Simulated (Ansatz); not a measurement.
# BN: holes, doping and thermopower

Plane-wave DFT in Ansatz, PBE, scalar-relativistic PAW potentials, cutoff 420 eV, no spin-orbit coupling; no spin polarisation. BN in space group F-43m. Boltzmann transport at 300 K in rigid bands with one relaxation time, bands interpolated from the k mesh 12×12×12; values are means over x, y, z.

| holes (cm⁻³) | size of S (μV/K) | σ/τ (Ω⁻¹ m⁻¹ s⁻¹) |
| --- | --- | --- |
| 10^18 | 597.4 | 4.02e+16 |
| 10^19 | ? | 4.02e+17 |
| 10^20 | 208.8 | 4.01e+18 |
| 10^21 | 64.5 | 3.89e+19 |

Problem. Take the lowest doping as non-degenerate: get the effective density of states and the masses, and predict the missing S.

Solution. For parabolic bands and one τ, |S| = (k_B/e)(5/2 − η) with k_B/e = 86.17 μV/K and n = N e^η. The first row gives η = -4.43, N = 8.42×10¹⁹ cm⁻³ and, from N = 2.509×10¹⁹ cm⁻³ × m_d^(3/2), a density-of-states mass of 2.24 mₑ (all valleys and bands together). σ/τ = ne²/m_c gives a conductivity mass of 0.70 mₑ; m_d is 3.2 times m_c, the sign of several valleys, several bands or anisotropy. A decade of doping costs (k_B/e) ln 10 = 198.4 μV/K, which predicts 399 μV/K; the run gave 399.7. There η is about -2.1, where Fermi statistics begin to count, but their first corrections to η and to the mean carrier energy nearly cancel, so the rule still holds. At 10^21 cm⁻³ the rule would give 2 μV/K against 64.5: the gas is degenerate there. Scattering that depends on energy changes the 5/2, and whether such doping can be reached wasn't computed.

Cost: about 1.8 core-minutes for the runs cited, on Intel Xeon Platinum 8259CL (Skylake/Cascade Lake) (shared hosts).

The thermopower falls with doping because the Fermi level moves towards and then into the valence band, so each hole carries less energy relative to it. The nearly proportional rise of σ/τ shows that the average conductivity mass barely changes, with only a slight increase at the highest doping, probably from non-parabolicity.

In zinc-blende BN the valence-band top lies at Γ and is mainly N 2p, threefold degenerate without spin-orbit coupling. The gap between the two masses therefore points to several bands rather than several valleys. Degeneracy alone would give only part of the factor of 3.2; the rest suggests unequal, warped bands, in which heavy holes supply most of the states while light ones contribute disproportionately to conduction.

Among the listed dopings, S²σ/τ is largest at 10^20 cm⁻³ and only slightly lower at 10^21 cm⁻³, as rising conductivity offsets falling thermopower. This doesn't make BN a good thermoelectric, since its stiff, light lattice conducts heat very well.
